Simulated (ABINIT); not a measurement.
# AlN (P6_3mc): G0W0 in ABINIT against the exchange cutoff

How does the gap of AlN (P6_3mc) converge in the exchange cutoff?

Program: ABINIT 10.8.3. Level of theory: PBE and many-body steps on it, plane waves. Results are calculated unless marked as measured.

Most raw output is cut from this account.

The database entry behind the starting cell differs from later determinations by our own check (inner coordinate u about 0.002 short), so it need not match the best structure at ambient conditions.

**1. Set-up**

It takes space group P6_3mc (No. 186, hexagonal). The conventional cell has a = 3.113 Å, b = 3.113 Å, c = 4.981 Å, α = 90.00°, β = 90.00°, γ = 120.00°. Nearest to Al lie 4 N at 1.89 Å. N has 4 Al at 1.89 Å nearest. Farther neighbours and most contacts between anions are not listed.

The cell and positions come from the Crystallography Open Database and are kept as given unless a step says otherwise.

**2. Screening, 6×6×4 mesh, 75 bands, screening to 163.3 eV**

This step: ABINIT 10.8.3; RPA screening on PBE, plane waves, norm-conserving pseudopotentials.

The RPA dielectric matrix is built and inverted for each q.

Contents of run.abi:

```
acell 3*1.0 Angstrom
rprim 
  3.113000000011 -0.000000000003 0.000000000000
  -1.556500000003 2.695937081992 0.000000000000
  0.000000000000 0.000000000000 4.981000000000
ntypat 2
znucl 13 7
natom 4
typat 1 1 2 2
xred 
  0.333333333333 0.666666666667 0.000000000000
  0.666666666667 0.333333333333 0.500000000000
  0.333333333333 0.666666666667 0.380000000000
  0.666666666667 0.333333333333 0.880000000000
pp_dirpath "pseudos"
pseudos "Al.upf, N.upf"
ecut 36
ngkpt 6 6 4
nshiftk 1
shiftk 0 0 0
kptopt 1
chksymbreak 0
istwfk *1
occopt 1
irdwfk 1
optdriver 3
nband 75
ecuteps 6
inclvkb 2
awtr 1
symchi 1
indata_prefix "in"
outdata_prefix "out"
tmpdata_prefix "tmp"
```

Command:

```bash
> OMP_NUM_THREADS=1 mpirun -n 4 abinit run.abi > log
```

Wall time 68 s (4 MPI ranks of Intel Xeon Platinum 8375C at 2.90GHz (Ice Lake), shared host); peak memory 0.92 GiB; 4.5 min of CPU time.

Numbers from this step:

```yaml
eps_infinity_with_local_fields_on_this_mesh_along_the_program_s_q_direction: 4.213
the_same_without_local_fields: 4.639
plasma_frequency: 22.97 eV
plane_waves_in_the_screening_matrix: 197
```

Local fields lower ε∞ by 9 %.

**3. 3.6 Ha**

This step: G0W0 on PBE, plane waves, norm-conserving pseudopotentials.

Edit run.abi of step 2 so:

```diff
@@ -25,8 +25,15 @@
 irdwfk 1
-optdriver 3
+optdriver 4
 nband 75
+gwcalctyp 0
+ecutsigx 3.6
+symsigma 1
+nkptgw 1
+kptgw 
+  0.0000000000 0.0000000000 0.0000000000
+bdgw 
+  6 10
 ecuteps 6
-inclvkb 2
-awtr 1
-symchi 1
+irdscr 1
+ppmodel 1
 indata_prefix "in"
```

Wall time 5 s (4 MPI ranks); peak memory 0.5 GiB; 19 s of CPU time.

Numbers from this step:

| Property | Result |
| --- | --- |
| G0W0 gap on the points computed | 5.078 eV |
| starting gap on the mesh | 4.220 eV |
| k of the valence top | 0, 0, 0 |
| k of the conduction bottom | 0, 0, 0 |
| Z at the valence top | 0.794 |
| Z at the conduction bottom | 0.823 |
| least direct G0W0 gap on the computed points | 5.078 eV |

**4. 7.2 Ha**

Edit run.abi of step 3 so:

```diff
@@ -28,3 +28,3 @@
 gwcalctyp 0
-ecutsigx 3.6
+ecutsigx 7.2
 symsigma 1
```

The job ended after 8.1 s (4 MPI ranks; peak memory 0.82 GiB).

Numbers from this step:

```
G0W0 gap on the points computed              : 5.324 eV
starting gap on the mesh                     : 4.220 eV
k of the valence top                         : 0, 0, 0
k of the conduction bottom                   : 0, 0, 0
Z at the valence top                         : 0.79
Z at the conduction bottom                   : 0.819
least direct G0W0 gap on the computed points : 5.324 eV
```

**5. 14.4 Ha**

The self-energy is evaluated for the states that the input lists, and the levels follow from it, in one-shot runs by the linearised quasiparticle equation.

Edit run.abi of step 4 so:

```diff
@@ -28,3 +28,3 @@
 gwcalctyp 0
-ecutsigx 7.2
+ecutsigx 14.4
 symsigma 1
```

It took 7.4 s on 4 MPI ranks; peak memory 0.85 GiB.

Numbers from this step:

* G0W0 gap on the points computed: 5.471 eV
* starting gap on the mesh: 4.220 eV
* k of the valence top: 0, 0, 0
* k of the conduction bottom: 0, 0, 0
* least direct G0W0 gap on the computed points: 5.471 eV

The gap on the mesh goes from 4.22 eV to 5.47 eV, a correction of +1.25 eV.

**6. 25.2 Ha**

Edit run.abi of step 5 so:

```diff
@@ -28,3 +28,3 @@
 gwcalctyp 0
-ecutsigx 14.4
+ecutsigx 25.2
 symsigma 1
```

Wall time 8.3 s (4 MPI ranks); peak memory 0.81 GiB.

This step gave:

```yaml
g0w0_gap_on_the_points_computed: 5.508 eV
starting_gap_on_the_mesh: 4.220 eV
k_of_the_valence_top: 0, 0, 0
k_of_the_conduction_bottom: 0, 0, 0
least_direct_g0w0_gap_on_the_computed_points: 5.508 eV
```

Against the run before, the gap moves by +0.037 eV.

**7. 36 Ha**

Edit run.abi of step 6 so:

```diff
@@ -28,3 +28,3 @@
 gwcalctyp 0
-ecutsigx 25.2
+ecutsigx 36
 symsigma 1
```

Run time: 7.8 s. Hardware: 4 MPI ranks; peak memory 0.8 GiB; 30 s of CPU time.

Numbers from this step:

```
G0W0 gap on the points computed              : 5.513 eV
starting gap on the mesh                     : 4.220 eV
k of the valence top                         : 0, 0, 0
k of the conduction bottom                   : 0, 0, 0
least direct G0W0 gap on the computed points : 5.513 eV
```

Against the run before, the gap moves by +0.005 eV.

**8. The runs together**

Times are wall times on 4 MPI ranks of Intel Xeon Platinum 8375C at 2.90GHz (Ice Lake), shared host, good to a factor of about two. A run's time includes the screening step that it read.

```csv
run,mesh,bands,screening cutoff (eV),DFT gap (eV),gap on the mesh (eV),direct (eV),ε∞ used,time
3.6 Ha,6×6×4,75,163.3,4.220,5.078,5.078,4.21,73 s
7.2 Ha,6×6×4,75,163.3,4.220,5.324,5.324,4.21,76 s
14.4 Ha,6×6×4,75,163.3,4.220,5.471,5.471,4.21,76 s
25.2 Ha,6×6×4,75,163.3,4.220,5.508,5.508,4.21,76 s
36 Ha,6×6×4,75,163.3,4.220,5.513,5.513,4.21,76 s
```

**9. Summary of results**

| Quantity | Value |
| --- | --- |
| 3.6 Ha | 5.078 eV |
| 7.2 Ha | 5.324 eV |
| 14.4 Ha | 5.471 eV |
| 25.2 Ha | 5.508 eV |
| 36 Ha | 5.513 eV |
| known limits | not at the basis limit |

The setting moved: exchange cutoff. From 3.6 Ha to 36 Ha the gap moves by +0.43 eV. It holds to 0.03 eV from 25.2 Ha on. Bands and screening cutoff are coupled, so a series along one setting does not show full convergence. Below the screening cutoff the correlation part is cut too. Bands and cutoff are finite, so the gap is not at the basis limit. The miss can reach some tenths of an eV and take either sign; the mesh is an error of its own. In the G0W0 runs levels were corrected at 1 k point alone, so a gap called «on the mesh» is the least over those, and an edge elsewhere would be missed.

[Paths, hosts, dates, memory and timing lines, banners, echoed tables and standing remarks are left out of the program output.]

[Logs are printed without paths, hosts, clocks, repeated set-up lines and the standing remarks that a program may print on its own settings, such as how far it seeks lower states.]

[Runs of the session that timed out or met a known fault of the program may be left out.]

[Hosts, paths, dates, database ids (printed as entryN), source tags and the programs' standing remarks are cut or masked in the printed files.]

[G0W0 gaps are taken among the corrected bands and points alone; a level outside them can change the order at an edge.]

[Where Ansatz stands beside ABINIT at settings called matched, ABINIT's density can come from a denser mesh and the files from another edition; pairs whose starting gaps differed by over 0.03 eV were left out, so agreement reads better than it is.]
